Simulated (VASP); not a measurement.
# Ge (Cmmm) in VASP: notebook

The runs below take Ge through electrostatic potential, relaxation of cell and atoms, with r2SCAN+D4, r2SCAN, rSCAN, r2SCAN+D3(BJ).

Program: VASP 6.6.1. These are calculated values, not measurements. Logs are shortened: lines on timing, memory, paths and dates and some standing lists are left out, and cuts for length are marked.

## 1. The structure

It takes space group Cmmm (No. 65, orthorhombic). Conventional cell: a = 2.794 Å, b = 5.201 Å, c = 2.698 Å, α = 90.00°, β = 90.00°, γ = 90.00°. Ge (site symmetry mmm) is surrounded by 8 Ge at 2.70 to 2.95 Å.

This isn't the form of Ge at room conditions, which is diamond.

## 2. Electrostatic potential, r2SCAN+D4 (volume scaled by 0.8)

INCAR

```
PREC = Accurate ; ENCUT = 500
EDIFF = 1E-6 ; ISMEAR = -1
SIGMA = 0.05 ; LREAL = False
LASPH = True ; NELM = 80
ALGO = Normal ; ISIF = 2
LWAVE = False ; LCHARG = True
METAGGA = R2SCAN ; LMIXTAU = True
IVDW = 13 ; VDW_S6 = 1.0
VDW_S8 = 0.6018749 ; VDW_A1 = 0.51559235
VDW_A2 = 5.77342911 ; LVHAR = True
```

KPOINTS

```
regular mesh
0
Gamma
  11 11 10
```

POSCAR

```
Ge
1.0
    1.2969982395     -2.4141052054      0.0000000000
    1.2969982395      2.4141052054      0.0000000000
    0.0000000000      0.0000000000      2.5048157760
Ge
1
Direct
    0.5000000000      0.5000000000      0.0000000000
```

Potentials or basis: VASP PAW PBE potentials, release 64 (Ge).

Command:

```bash
$ cat potpaw_PBE.64/Ge/POTCAR > POTCAR
$ mpirun -np 1 vasp_std > vasp.out
```

OUTCAR:

```text
PREC = Accurate
   ENCUT = 500
   EDIFF = 1E-6
   ISMEAR = -1
   LREAL = False
   LASPH = True
   NELM = 80
   ISIF = 2
   METAGGA = R2SCAN
   IVDW = 13

 ion  position               nearest neighbor table
   1  0.500  0.500  0.000-

  LATTYP: Found a base centered orthorhombic cell.
 ALAT       =     2.5939964790
 B/A-ratio  =     1.8613018367
 C/A-ratio  =     0.9656203454

  Lattice vectors:

 A1 = (   1.2969982395,  -2.4141052054,   0.0000000000)
 A2 = (   1.2969982395,   2.4141052054,   0.0000000000)
 A3 = (   0.0000000000,   0.0000000000,   2.5048157760)

Analysis of symmetry for initial positions (statically):
=====================================================================
 Subroutine PRICEL returns:
 Original cell was already a primitive cell.

 Routine SETGRP: Setting up the symmetry group for a
 base centered orthorhombic supercell.

 Subroutine GETGRP returns: Found  8 space group operations
 (whereof  8 operations were pure point group operations)
 out of a pool of  8 trial point group operations.

The static configuration has the point symmetry D_2h.

Analysis of symmetry for dynamics (positions and initial velocities):
=====================================================================
 Subroutine PRICEL returns:
 Original cell was already a primitive cell.

 Routine SETGRP: Setting up the symmetry group for a
 base centered orthorhombic supercell.

 Subroutine GETGRP returns: Found  8 space group operations
 (whereof  8 operations were pure point group operations)
 out of a pool of  8 trial point group operations.

The dynamic configuration has the point symmetry D_2h.

 Subroutine INISYM returns: Found  8 space group operations
 (whereof  8 operations are pure point group operations),
 and found     1 'primitive' translations

----------------------------------------------------------------------------------------

                                     Primitive cell

  volume of cell :      15.6856

  direct lattice vectors                    reciprocal lattice vectors
     1.296998239 -2.414105205  0.000000000     0.385505535 -0.207116077  0.000000000
     1.296998239  2.414105205  0.000000000     0.385505535  0.207116077  0.000000000
     0.000000000  0.000000000  2.504815776     0.000000000  0.000000000  0.399230957

  length of vectors
[... 78 lines left out ...]
   ENCUT  =  500.0 eV  36.75 Ry    6.06 a.u.   5.00  5.00  4.57*2*pi/ulx,y,z
   NELM   =     80;   NELMIN=  2; NELMDL= -5     # of ELM steps
   EDIFF  = 0.1E-05   stopping-criterion for ELM
   LREAL  =      F    real-space projection
   EDIFFG = 0.1E-04   stopping-criterion for IOM
   NSW    =      0    number of steps for IOM
   IBRION =     -1    ionic relax: 0-MD 1-quasi-New 2-CG
   NFREE  =      0    steps in history (QN), initial steepest desc. (CG)
   ISIF   =      2    stress and relaxation
   ISYM   =      2    0-nonsym 1-usesym 2-fastsym
   POTIM  = 0.5000    time-step for ionic-motion
   TEBEG  =    0.0;   TEEND  =   0.0 temperature during run
   PSTRESS=    0.0 pullay stress
   NELECT =       4.0000    total number of electrons
   NUPDOWN=      -1.0000    fix difference up-down
   EMIN   =  10.00;   EMAX   =-10.00  energy-range for DOS
   EFERMI =   0.00;   METHOD = LEGACY
   ISMEAR =    -1;   SIGMA  =   0.05  broadening in eV -4-tet -1-fermi 0-gaus
   EFERMI_NEDOS =   21; number of points for ismear=-14 and -15
   IALGO  =     38    algorithm
   IMIX   =      4    mixing-type and parameters
     AMIX     =   0.40;   BMIX     =  1.00
     AMIX_MAG =   1.60;   BMIX_MAG =  1.00
  volume/ion in A,a.u.               =      15.69       105.85
  Fermi-wavevector in a.u.,A,eV,Ry     =   1.038152  1.961823 14.663816  1.077760
  Thomas-Fermi vector in A             =   2.172623
   LORBIT       =      0    0 simple, 1 ext, 2 COOP (PROOUT), +10 PAW based schemes
   METAGGA = R2SCAN    functional components
   LHFCALC =     F    Hartree Fock is set to
   AEXX    =    0.0000 exact exchange contribution
   IVDW    =    13    specifies the selected vdW correction
   LEPSILON=     F    determine dielectric tensor
   LRPA    =     F    only Hartree local field effects (RPA)
 non-spin polarized calculation
  energy-cutoff  :      500.00
  volume of cell :       15.69
 maximum number of plane-waves:       415
   NGX =  9   NGY =  9   NGZ =  9

 number of electron       4.0000000 magnetization

 Free energy of the ion-electron system (eV)
  ---------------------------------------------------
  ext. energy  EPLUGINS =         0.00000000
  ---------------------------------------------------
  free energy    TOTEN  =       -13.31010628 eV

  energy without entropy =      -13.30782721  energy(sigma->0) =      -13.30896675

 E-fermi :   6.9347     XC(G=0): -11.5285

 val. band max:        6.8857774686   @ k =  -0.3636   0.3636   0.4000
 cond. band min:       6.9784686126   @ k =   0.1818   0.1818   0.1000
 fundamental gap:      0.0926911440
 Fermi energy:         6.9346597918

 k-point     1 :       0.0000    0.0000    0.0000
  band No.  band energies     occupation
      1      -8.6697      2.00000
      2      15.3131      0.00000
      3      16.2528      0.00000
      4      17.9828      0.00000
      5      18.3071      0.00000
      6      21.0211      0.00000
[... 199 lines left out ...]
 k-point    24 :      -0.1818    0.1818    0.0000
  band No.  band energies     occupation
      1      -7.7747      2.00000
      2       9.7712      0.00000
      3      16.1540      0.00000
      4      16.1978      0.00000
      5      18.5111      0.00000
      6      21.3547      0.00000

 [... further k-points ...]

------------------------ aborting loop because EDIFF is reached ----------------------------------------

  DFT-D4 for vdW energy calculation

  Edisp (eV):   -0.15612

  FORCE on cell =-STRESS in cart. coord.  units (eV):
  Direction    XX          YY          ZZ          XY          YZ          ZX
  --------------------------------------------------------------------------------------
  -------------------------------------------------------------------------------------
  Total       2.04229     1.76479     1.64234     0.00000     0.00000     0.00000
  in kB     208.60642   180.26124   167.75412     0.00000     0.00000     0.00000
  external pressure =      185.54 kB  Pullay stress =        0.00 kB

 VOLUME and BASIS-vectors are now :
 -----------------------------------------------------------------------------
  energy-cutoff  :      500.00
  volume of cell :       15.69
      direct lattice vectors                 reciprocal lattice vectors
     1.296998239 -2.414105205  0.000000000     0.385505535 -0.207116077  0.000000000
     1.296998239  2.414105205  0.000000000     0.385505535  0.207116077  0.000000000
     0.000000000  0.000000000  2.504815776     0.000000000  0.000000000  0.399230957

 POSITION                                       TOTAL-FORCE (eV/Angst)
 -----------------------------------------------------------------------------------
      1.29700      0.00000      0.00000        -0.000000      0.000000      0.000000
 -----------------------------------------------------------------------------------
    total drift:                                0.000000      0.000000     -0.000000

  FREE ENERGIE OF THE ION-ELECTRON SYSTEM (eV)
  ---------------------------------------------------
  free  energy   TOTEN  =       -13.4662260409 eV

  energy  without entropy=      -13.4639469675  energy(sigma->0) =      -13.46508650
```

It took 39 s on 1 thread of Intel Xeon Platinum 8488C (Sapphire Rapids), shared host; peak memory 0.14 GiB.

Results:

| Property | Result |
| --- | --- |
| Free energy | -13.4662 eV |
| Pressure | 18.6 GPa |
| Band gap on the k mesh | none (metal or under the smearing width) |
| Dispersion energy per atom | -0.156 eV |

Stress tensor (GPa, compression positive):
```
20.86  0.00  0.00
 0.00 18.03  0.00
 0.00  0.00 16.78
```

Levels at points of the mesh, in eV from the Fermi level:
```csv
k point,band 1,band 2,band 3,band 4,band 5,band 6
"(0.00, 0.00, 0.00)",-15.60,8.38,9.32,11.05,11.37,14.09
"(0.00, 0.00, 0.50)",-10.48,-7.56,13.56,15.70,17.58,18.82
```

Caveat: the PAW data sets were made with another functional, which shifts forces and pressure a little; pairwise dispersion overbinds metals, which lowers pressure and volume.

## 3. Relaxation of cell and atoms, r2SCAN

INCAR

```
SYSTEM = Ge
  PREC = Accurate
  ENCUT = 600
  EDIFF = 1E-6
  ISMEAR = 0
  SIGMA = 0.05
  LREAL = .FALSE.
  LASPH = .TRUE.
  NELM = 60
  ALGO = Normal
  ISIF = 3
  LWAVE = .FALSE.
  LCHARG = .FALSE.
  METAGGA = R2SCAN
  LMIXTAU = .TRUE.
  IBRION = 2
  NSW = 40
  EDIFFG = -0.01
```

KPOINTS

```
Automatic mesh
0
G
  11 11 10
  0 0 0
```

POSCAR

```
Ge
1.0
    1.3971490000     -2.6005160000      0.0000000000
    1.3971490000      2.6005160000      0.0000000000
    0.0000000000      0.0000000000      2.6982310000
Ge
1
Direct
    0.5000000000      0.5000000000      0.0000000000
```

Potentials or basis: VASP PAW PBE potentials, release 64 (Ge_d).

Command:

```bash
$ cat potpaw_PBE.64/Ge_d/POTCAR > POTCAR
$ mpirun -np 1 vasp_std > vasp.out
```

OUTCAR:

```text
SYSTEM = Ge
   PREC = Accurate
   ENCUT = 600
   EDIFF = 1E-6
   ISMEAR = 0
   LREAL = .FALSE.
   LASPH = .TRUE.
   NELM = 60
   ISIF = 3
   METAGGA = R2SCAN
   IBRION = 2
   NSW = 40
   EDIFFG = -0.01

 ion  position               nearest neighbor table
   1  0.500  0.500  0.000-

  LATTYP: Found a base centered orthorhombic cell.
 ALAT       =     2.7942980000
 B/A-ratio  =     1.8613018368
 C/A-ratio  =     0.9656203454

  Lattice vectors:

 A1 = (   1.3971490000,  -2.6005160000,   0.0000000000)
 A2 = (   1.3971490000,   2.6005160000,   0.0000000000)
 A3 = (   0.0000000000,   0.0000000000,   2.6982310000)

Analysis of symmetry for initial positions (statically):
=====================================================================
 Subroutine PRICEL returns:
 Original cell was already a primitive cell.

 Routine SETGRP: Setting up the symmetry group for a
 base centered orthorhombic supercell.

 Subroutine GETGRP returns: Found  8 space group operations
 (whereof  8 operations were pure point group operations)
 out of a pool of  8 trial point group operations.

The static configuration has the point symmetry D_2h.

Analysis of symmetry for dynamics (positions and initial velocities):
[... 334 lines left out ...]
--------------------------------------- Ionic step       20  -------------------------------------------

 number of electron      14.0000004 magnetization

 Free energy of the ion-electron system (eV)
  ---------------------------------------------------
  ext. energy  EPLUGINS =         0.00000000
  ---------------------------------------------------
  free energy    TOTEN  =       -13.49065507 eV

  energy without entropy =      -13.49011121  energy(sigma->0) =      -13.49038314

 E-fermi :   6.6612     XC(G=0): -12.3574

 val. band max:        6.6450179805   @ k =   0.1818   0.1818   0.0000
 cond. band min:       6.7032664743   @ k =   0.3636   0.1818   0.0000
 fundamental gap:      0.0582484938
 Fermi energy:         6.6611809640

 k-point     1 :       0.0000    0.0000    0.0000
  band No.  band energies     occupation
      1     -18.8714      2.00000
      2     -18.7965      2.00000
      3     -18.7919      2.00000
      4     -18.6159      2.00000
      5     -18.6148      2.00000
      6      -7.2858      2.00000
      7      13.3759      0.00000
      8      15.7150      0.00000
      9      15.8191      0.00000
     10      17.1361      0.00000
     11      21.9140      0.00000
[... 309 lines left out ...]
 k-point    24 :      -0.1818    0.1818    0.0000
  band No.  band energies     occupation
      1     -18.8527      2.00000
      2     -18.7967      2.00000
      3     -18.7526      2.00000
      4     -18.6336      2.00000
      5     -18.6204      2.00000
      6      -6.4218      2.00000
      7      10.3192      0.00000
      8      13.6816      0.00000
      9      14.2162      0.00000
     10      17.4480      0.00000
     11      19.3155      0.00000

 [... further k-points ...]

------------------------ aborting loop because EDIFF is reached ----------------------------------------

  FORCE on cell =-STRESS in cart. coord.  units (eV):
  Direction    XX          YY          ZZ          XY          YZ          ZX
  --------------------------------------------------------------------------------------
  -------------------------------------------------------------------------------------
  Total        0.0095091     -0.0096641      0.0033152     -0.0000000      0.0000000      0.0000000
  in kB        0.8165391     -0.8298482      0.2846713     -0.0000000      0.0000000      0.0000000
  external PRESSURE =       0.0904541 kB  Pullay stress =       0.0000000 kB
[... 16 lines left out ...]
  FREE ENERGIE OF THE ION-ELECTRON SYSTEM (eV)
  ---------------------------------------------------
  free  energy   TOTEN  =       -13.4906550750 eV

  energy  without entropy=      -13.4901112146  energy(sigma->0) =      -13.49038314

 reached required accuracy - stopping structural energy minimisation
```

Run time: 19 min. Hardware: 1 thread of Intel Xeon Platinum 8259CL at 2.50GHz (Skylake/Cascade Lake), shared host; peak memory 0.2 GiB.

What came out:

```
Free energy                            : -13.4907 eV
Relaxed volume                         : 18.66 Å³/atom
Relaxed cell                           : a = 2.827 Å, b = 2.827 Å, c = 2.689 Å, α = 90.00°, β = 90.00°, γ = 119.74°
Space group after relaxing (to 0.05 Å) : P6/mmm (No. 191)
Energy gained by relaxing              : 15.1 meV/atom
Ionic steps                            : 20
Pressure after relaxing                : 0.0 GPa
Band gap on the k mesh                 : none (metal or under the smearing width)
```

Stress tensor (GPa, compression positive):
```
 0.08  0.00  0.00
 0.00 -0.08  0.00
 0.00  0.00  0.03
```

Step by step:
```tsv
step	energy change (eV)	largest force (eV/Å)	pressure (GPa)	volume (Å³)
1	0.0000	0.0000	-3.17	19.61
2	-0.0115	0.0000	0.71	18.53
3	-0.0116	0.0000	0.46	18.63
4	-0.0116	0.0000	0.33	18.65
5	-0.0128	0.0000	-0.02	18.70
6	-0.0131	0.0000	-0.21	18.72
7	-0.0132	0.0000	-0.28	18.73
8	-0.0135	0.0000	-0.42	18.76
9	-0.0144	0.0000	-0.65	18.80
10	-0.0134	0.0000	-1.05	18.89
11	-0.0146	0.0000	-0.67	18.82
12	-0.0151	0.0000	0.02	18.65
13	-0.0151	0.0000	-0.01	18.66
14	-0.0151	0.0000	0.02	18.66
15	-0.0151	0.0000	0.01	18.66
16	-0.0151	0.0000	0.01	18.66
17	-0.0151	0.0000	0.01	18.66
18	-0.0151	0.0000	0.03	18.66
19	-0.0151	0.0000	0.02	18.66
20	-0.0151	0.0000	0.01	18.66
```

Final structure:
```
CELL_PARAMETERS angstrom
1.41898 -2.44484 0.00000
1.41898 2.44484 0.00000
0.00000 0.00000 2.68914
ATOMIC_POSITIONS crystal
Ge 0.50000 0.50000 0.00000
```

Levels at points of the mesh, in eV from the Fermi level:
```csv
k point,band 4,band 5,band 6,band 7,band 8,band 9,band 10,band 11
"(0.00, 0.00, 0.00)",-25.28,-25.28,-13.95,6.71,9.05,9.16,10.47,15.25
"(0.00, 0.00, 0.50)",-25.35,-25.32,-10.00,-6.25,12.15,12.26,18.30,18.63
```

Caveat: the PAW data sets were made with another functional, which shifts forces and pressure a little.

## 4. Relaxation of cell and atoms, rSCAN

INCAR

```
PREC = Accurate ; ENCUT = 600
EDIFF = 1E-6 ; ISMEAR = 0
SIGMA = 0.05 ; LREAL = False
LASPH = True ; NELM = 100
ALGO = Normal ; ISIF = 3
LWAVE = False ; LCHARG = False
METAGGA = RSCAN ; LMIXTAU = True
IBRION = 2 ; NSW = 40
EDIFFG = -0.01
```

KPOINTS

```
Automatic mesh
0
Gamma
  11 11 10
```

POSCAR is that of step 3.

Command:

```bash
$ cat potpaw_PBE.64/Ge_d/POTCAR > POTCAR
$ mpirun -np 1 vasp_std > vasp.out
```

Wall time 28 min (1 thread of Intel Xeon Platinum 8259CL at 2.50GHz (Skylake/Cascade Lake), shared host); peak memory 0.21 GiB.

It converged, with:

```
Free energy                            : -22.2787 eV
Relaxed volume                         : 18.70 Å³/atom
Relaxed cell                           : a = 2.829 Å, b = 2.829 Å, c = 2.687 Å, α = 90.00°, β = 90.00°, γ = 119.62°
Space group after relaxing (to 0.05 Å) : P6/mmm (No. 191)
Energy gained by relaxing              : 13.3 meV/atom
Ionic steps                            : 31
Pressure after relaxing                : 0.0 GPa
Band gap on the k mesh                 : none (metal or under the smearing width)
```

Stress tensor (GPa, compression positive):
```
-0.05  0.00  0.00
 0.00  0.00  0.00
 0.00  0.00  0.06
```

Step by step:
| step | energy change (eV) | largest force (eV/Å) | pressure (GPa) | volume (Å³) |
| --- | --- | --- | --- | --- |
| 1 | 0.0000 | 0.0000 | -2.90 | 19.61 |
| 2 | -0.0104 | 0.0000 | 0.67 | 18.61 |
| 3 | -0.0105 | 0.0000 | 0.36 | 18.70 |
| 4 | -0.0116 | 0.0000 | 0.03 | 18.74 |
| 5 | -0.0117 | 0.0000 | -0.04 | 18.75 |
| 6 | -0.0117 | 0.0000 | -0.20 | 18.78 |
| 7 | -0.0118 | 0.0000 | 0.08 | 18.71 |
| 8 | -0.0118 | 0.0000 | 0.02 | 18.71 |
| 9 | -0.0119 | 0.0000 | 0.04 | 18.71 |
| 10 | -0.0125 | 0.0000 | -0.16 | 18.73 |
| 11 | -0.0132 | 0.0000 | -0.15 | 18.76 |
| 12 | -0.0132 | 0.0000 | -0.09 | 18.76 |
| 13 | -0.0132 | 0.0000 | -0.06 | 18.77 |
| 14 | -0.0132 | 0.0000 | 0.25 | 18.70 |
| 15 | -0.0132 | 0.0000 | 0.03 | 18.73 |
| 16 | -0.0132 | 0.0000 | 0.04 | 18.71 |
| 17 | -0.0132 | 0.0000 | 0.28 | 18.66 |
| 18 | -0.0133 | 0.0000 | 0.12 | 18.69 |
| 19 | -0.0133 | 0.0000 | 0.29 | 18.68 |
| 20 | -0.0133 | 0.0000 | 0.09 | 18.69 |
| 21 | -0.0133 | 0.0000 | 0.21 | 18.68 |
| 22 | -0.0133 | 0.0000 | 0.15 | 18.68 |
| 23 | -0.0133 | 0.0000 | 0.20 | 18.68 |
| 24 | -0.0133 | 0.0000 | 0.20 | 18.68 |
| 25 | -0.0133 | 0.0000 | 0.11 | 18.68 |
| 26 | -0.0133 | 0.0000 | -0.05 | 18.69 |
| 27 | -0.0133 | 0.0000 | 0.15 | 18.69 |
| 28 | -0.0133 | 0.0000 | 0.03 | 18.70 |
| 29 | -0.0133 | 0.0000 | 0.13 | 18.70 |
| 30 | -0.0133 | 0.0000 | 0.03 | 18.70 |
| 31 | -0.0133 | 0.0000 | 0.00 | 18.70 |

Final structure:
```
Ge
1.0
     1.42286   -2.44554    0.00000
     1.42286    2.44554    0.00000
     0.00000    0.00000    2.68740
Ge
1
Direct
  0.50000 0.50000 0.00000
```

Levels at points of the mesh, in eV from the Fermi level:
```tsv
k point	band 4	band 5	band 6	band 7	band 8	band 9	band 10	band 11
(0.00, 0.00, 0.00)	-25.35	-25.35	-13.92	6.75	8.95	9.10	10.50	15.22
(0.00, 0.00, 0.50)	-25.42	-25.39	-9.95	-6.25	12.03	12.18	18.18	18.62
```

Caveat: the PAW data sets were made with another functional, which shifts forces and pressure a little.

(Continued in part 2 of 2.)
